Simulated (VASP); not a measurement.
VASP 6.6.1 run: InSb

INCAR

```
PREC = Accurate
ISMEAR = -1
ISIF = 2
IBRION = -1
NELM = 52
LASPH = .TRUE.
NBANDS = 16
ENCUT = 520
LCHARG = .FALSE.
LREAL = .FALSE.
LWAVE = .FALSE.
NSW = 0
GGA = PE
SIGMA = 0.02
EDIFF = 1E-7
```

KPOINTS

```
KPOINTS created by Atomic Simulation Environment
0
Monkhorst-Pack
6 6 6
0 0 0
```

POSCAR

```
In Sb
 1.0000000000000000
     0.0000000000000000    3.3424796577999998    3.2795130080999999
     3.3424796577999998    0.0000000000000000    3.2795130080999999
     3.3424796577999998    3.3424796577999998    0.0000000000000000
 In  Sb
   1   1
Cartesian
  0.0000000000000000  0.0000000000000000  0.0000000000000000
  1.6712398289000003  1.6712398289000003  1.6397565040500000
```

The recommended PBE PAW datasets give the neutral cell 18 valence electrons.

Command

```
mpirun -np 1 vasp_std
```

OSZICAR

```
N       E                     dE             d eps       ncg     rms          rms(c)
DAV:   1     0.112700218963E+03    0.11270E+03   -0.78454E+03  2016   0.109E+03
DAV:   2     0.204932329456E+00   -0.11250E+03   -0.10891E+03  2272   0.276E+02
DAV:   3    -0.683043784650E+01   -0.70354E+01   -0.70137E+01  2584   0.712E+01
DAV:   4    -0.703604333919E+01   -0.20561E+00   -0.20557E+00  2592   0.143E+01
DAV:   5    -0.704781491376E+01   -0.11772E-01   -0.11771E-01  3048   0.266E+00    0.369E+00
DAV:   6    -0.695937008189E+01    0.88445E-01   -0.15099E-01  2952   0.556E+00    0.214E+00
DAV:   7    -0.694956379432E+01    0.98063E-02   -0.59449E-02  2640   0.215E+00    0.586E-01
DAV:   8    -0.695076166183E+01   -0.11979E-02   -0.68946E-03  2656   0.906E-01    0.209E-01
DAV:   9    -0.695140808050E+01   -0.64642E-03   -0.86010E-04  2408   0.245E-01    0.693E-02
DAV:  10    -0.695147073621E+01   -0.62656E-04   -0.51209E-05  2888   0.483E-02    0.304E-02
DAV:  11    -0.695151679544E+01   -0.46059E-04   -0.82492E-05  2216   0.563E-02    0.209E-02
DAV:  12    -0.695151790384E+01   -0.11084E-05   -0.12493E-06  2704   0.746E-03    0.672E-03
DAV:  13    -0.695151867682E+01   -0.77298E-06   -0.15943E-06  2376   0.835E-03    0.411E-03
DAV:  14    -0.695151840838E+01    0.26844E-06   -0.66398E-08  2248   0.149E-03    0.115E-03
DAV:  15    -0.695151843806E+01   -0.29676E-07   -0.18355E-08  1552   0.858E-04
   1 F= -.69515184E+01 E0= -.69515184E+01  d E =-.333547E-07
```

From OUTCAR

```
k-points           NKPTS =     63   k-points in BZ     NKDIM =     63   number of bands    NBANDS=     16

   NELECT =      18.0000    total number of electrons

   dimension x,y,z NGX =    36 NGY =   36 NGZ =   36
   dimension x,y,z NGXF=    72 NGYF=   72 NGZF=   72

  energy-cutoff  :      520.00
  volume of cell :       73.28
      direct lattice vectors                 reciprocal lattice vectors
     0.000000000  3.342479658  3.279513008    -0.149589542  0.149589542  0.152461661
     3.342479658  0.000000000  3.279513008     0.149589542 -0.149589542  0.152461661
     3.342479658  3.342479658  0.000000000     0.149589542  0.149589542 -0.152461661

 k-points in reciprocal lattice and weights: KPOINTS created by Atomic Simulation Env
   0.08333333  0.08333333  0.08333333       0.009
   0.25000000  0.08333333  0.08333333       0.019
   0.41666667  0.08333333  0.08333333       0.019
  -0.41666667  0.08333333  0.08333333       0.019
  -0.25000000  0.08333333  0.08333333       0.019
  -0.08333333  0.08333333  0.08333333       0.019
   0.25000000  0.25000000  0.08333333       0.009
   0.41666667  0.25000000  0.08333333       0.019
   ...

 E-fermi :   4.5422

 k-point     1 :       0.0833    0.0833    0.0833
  band No.  band energies     occupation
      1     -10.1201      2.00000
      2     -10.1174      2.00000
      3     -10.1141      2.00000
      4     -10.0531      2.00000
      5     -10.0495      2.00000
      6      -5.8640      2.00000
      7       2.9502      2.00000
      8       4.2272      2.00000
      9       4.2887      1.99999
     10       4.8683      0.00000
     11       7.3820      0.00000
     12       7.4508      0.00000
     13       7.4564      0.00000
     14      10.3607      0.00000
     15      11.9144      0.00000
     16      12.1061      0.00000

 k-point     2 :       0.2500    0.0833    0.0833
  band No.  band energies     occupation
      1     -10.1307      2.00000
      2     -10.1113      2.00000
      3     -10.1102      2.00000
      4     -10.0541      2.00000
      5     -10.0489      2.00000
      6      -5.5734      2.00000
      7       1.4052      2.00000
      8       3.4213      2.00000
      9       4.0994      2.00000
     10       5.5037      0.00000
     11       7.6413      0.00000
     12       7.7357      0.00000
     13       8.5596      0.00000
     14      11.1472      0.00000
     15      11.4059      0.00000
     16      11.8932      0.00000

 k-point     3 :       0.4167    0.0833    0.0833
  band No.  band energies     occupation
      1     -10.1468      2.00000
      2     -10.1049      2.00000
      3     -10.1032      2.00000
      4     -10.0535      2.00000
      5     -10.0480      2.00000
      6      -4.9891      2.00000
      7      -0.3192      2.00000
      8       2.9650      2.00000
      9       3.6385      2.00000
     10       5.3471      0.00000
     11       8.1410      0.00000
     12       8.1812      0.00000
     13       9.9534      0.00000
     14      11.3720      0.00000
     15      11.7011      0.00000
     16      13.0783      0.00000

 ...

  Total       -0.1452221     -0.1452221      0.0774331      0.0000000      0.0000000     -0.0000000
  in kB       -3.1751665     -3.1751665      1.6930141      0.0000000      0.0000000     -0.0000000
  external PRESSURE =      -1.5524396 kB  Pullay stress =       0.0000000 kB

 POSITION                                       TOTAL-FORCE (eV/Angst)
 -----------------------------------------------------------------------------------
      0.00000      0.00000      0.00000        -0.000000      0.000000      0.000000
      1.67124      1.67124      1.63976         0.000000     -0.000000     -0.000000
 -----------------------------------------------------------------------------------
    total drift:                               -0.000000     -0.000000     -0.000000

  FREE ENERGIE OF THE ION-ELECTRON SYSTEM (eV)
  ---------------------------------------------------
  free  energy   TOTEN  =        -6.9515184381 eV

  energy  without entropy=       -6.9515184047  energy(sigma->0) =       -6.95151842
```

It converged. Results: gap between bands v and c on the k mesh 0.51 eV; least direct gap on the k mesh 0.58 eV; pressure -0.2 GPa. Band v is the last that the valence electrons fill when counted band by band, and c is the next.

The shifted mesh misses Γ, so a band edge there is missed.

For comparison, a separate PBE run of the intended cell, on usual settings and not on those above, gives a gap of 0.08 eV on its mesh and a pressure of -0.1 GPa.

The run above took about 30 s on one core of a shared host (Intel Xeon 6975P-C) and held 0.25 GiB at most.
